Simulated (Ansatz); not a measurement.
## Ta: energy from the work of forces and stress

```yaml
crystal:
  lattice:
    - [0.00000, 2.11000, 2.11000]
    - [2.11000, 0.00000, 2.11000]
    - [2.11000, 2.11000, 0.00000]
  atoms:
    - { symbol: Ta, position: [0.00000, 0.00000, 0.00000] }
```

These are results of DFT PBE, scalar-relativistic, plane waves, PAW (Ansatz), not measurements.

Cutoff 420 eV; k points 18×18×18 on the computed 1-atom cell (Γ-centred); Gaussian smearing, width 0.10 eV; no spin polarisation.

At the start the stress (GPa, compression positive, xx yy zz yz xz xy) is 0.41 0.41 0.41 0.00 0.00 0.00 and all forces are under 0.005 eV/Å. Each variant moves atoms by u and then strains the cell by ε, so an atom ends at (r + u)(1 + ε); shears are tensor components, each standing twice in ε. The starting volume is 18.79 Å³.

Variant 1: strain (xx yy zz yz xz xy, %) 3.38 3.38 3.38 0.00 0.00 0.00. There the stress is -15.46 -15.46 -15.46 0.00 0.00 0.00 GPa.

Variant 2: strain (xx yy zz yz xz xy, %) -0.53 -0.53 -0.53 0.00 0.00 0.00. There the stress is 3.56 3.56 3.56 0.00 0.00 0.00 GPa.

Variant 3: strain (xx yy zz yz xz xy, %) 2.84 2.84 2.84 0.00 0.00 0.00. There the stress is -13.38 -13.38 -13.38 0.00 0.00 0.00 GPa.

Variant 4: strain (xx yy zz yz xz xy, %) 3.26 3.26 3.26 0.00 0.00 0.00. There the stress is -15.03 -15.03 -15.03 0.00 0.00 0.00 GPa.

Question: Estimate each change of free energy from forces and stresses by the trapezoid rule along the path (r + tu)(1 + tε), t from 0 to 1, and compare with the computed change.

Answer: The derivative of the energy along the path is −F·u(1 + tε) for the atoms and −V σ(1 + tε)⁻¹ : ε for the cell, with F, σ and V taken at t (σ positive in compression; 1 eV/Å³ = 160.2 GPa). Averaging t = 0 and t = 1 gives, in meV per atom:
```tsv
variant	work on atoms	work on cell	sum	computed
1	0.0	95.6	95.6	100.4
2	0.0	3.7	3.7	3.7
3	0.0	68.7	68.7	71.5
4	0.0	89.6	89.6	93.9
```

The rule is exact for a quadratic energy surface and overshoots a term ct³ by c/2, so the difference between the last two columns measures the net anharmonic part along the path (terms of opposite sign can cancel, and the finite basis adds a little): 0 to 5 % here.

Spin–orbit coupling is left out, which can shift energies with elements as heavy as these.

This fcc form isn't the element's structure at ambient conditions.